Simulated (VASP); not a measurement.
Here is the system:

```
InN
1.0
    1.75500    -3.03975     0.00000
    1.75500     3.03975     0.00000
    0.00000     0.00000     5.66222
In N
2 2
Direct
  0.66667   0.33333   0.49992
  0.33333   0.66667   0.99992
  0.66667   0.33333   0.87908
  0.33333   0.66667   0.37908
```

Level of theory: LDA (Ceperley-Alder, Perdew-Zunger), VASP's LDA PAW potentials (set 64) (plane waves; VASP). Numerical set-up: 520 eV cut-off, 11×11×6 Γ-centred mesh, tetrahedra with Blöchl corrections, potentials In_d N.

Unless said otherwise, spin-orbit coupling is left out, though it shifts the bands of the heavy elements here.

What does the run give for the energy per atom (σ→0), band gap (on the k-mesh) with the smallest direct gap where there is one?

| Quantity | Result |
|---|---|
| band gap (on the k-mesh) | none (metal, semimetal or under 0.01 eV) |
| energy per atom (σ→0) | -6184 meV/atom |

The compound is InN in the wurtzite structure. It was relaxed first.
